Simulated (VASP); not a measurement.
Set up this calculation in VASP 6.6.1, as the native input.

```
Task                   : dielectric tensor
Functional             : LDA
Potentials or basis    : VASP PAW LDA potentials, release 64 (Al, O)
Cutoff                 : 520 eV
k mesh                 : 5 × 3 × 7
Occupations            : gaussian, width 0.02 eV
Spin                   : no spin polarisation
Further INCAR settings : ALGO = Fast; EDIFF = 1e-08
```

The structure of Al2O3 lies in POSCAR:

```
Al2O3
1.0
    4.6137770000      0.0000000000      0.0000000000
    0.0000000000      9.5632790000      0.0000000000
    0.0000000000      0.0000000000      3.1198620000
Al O
4 6
Direct
    0.9829750000      0.8245730000      0.0000000000
    0.0170250000      0.1754270000      0.0000000000
    0.4829750000      0.6754270000      0.5000000000
    0.5170250000      0.3245730000      0.5000000000
    0.5000000000      0.5000000000      0.5000000000
    0.1236350000      0.7530500000      0.5000000000
    0.3763650000      0.2530500000      0.0000000000
    0.6236350000      0.7469500000      0.0000000000
    0.0000000000      0.0000000000      0.0000000000
    0.8763650000      0.2469500000      0.5000000000
```

Measurements of this composition are mostly on another form, of space group No. 167.

These files were run (other wordings do the same):

INCAR

```
SYSTEM = Al2O3
ALGO = Fast ; EDIFF = 1E-8
ENCUT = 520 ; GGA = CA
ISIF = 2 ; ISMEAR = 0
LASPH = .TRUE. ; LCHARG = .FALSE.
LEPSILON = .TRUE. ; LREAL = .FALSE.
LWAVE = .FALSE. ; NELM = 60
PREC = Accurate ; SIGMA = 0.02
```

KPOINTS

```
k-points
0
G
  5 3 7
  0 0 0
```

Potentials or basis: VASP PAW LDA potentials, release 64 (Al, O).

Command:

```sh
$ cat potpaw_LDA.64/Al/POTCAR potpaw_LDA.64/O/POTCAR > POTCAR
$ mpirun -np 1 vasp_std > vasp.out
```

It gave:

| Property | Result |
| --- | --- |
| Band gap on the k mesh | 3.35 eV, direct |
| Electronic dielectric tensor (diagonal) | 2.52, 2.54, 2.66 |
| Born charges (mean of the diagonal) | Al +2.62; O -1.68, -1.78 e |

Caveat: an odd mesh through Γ misses points on the zone boundary, where band edges often lie.

Run time: 29 min on 1 thread of AMD EPYC 7571, with other jobs on the host, peak memory 0.36 GiB.
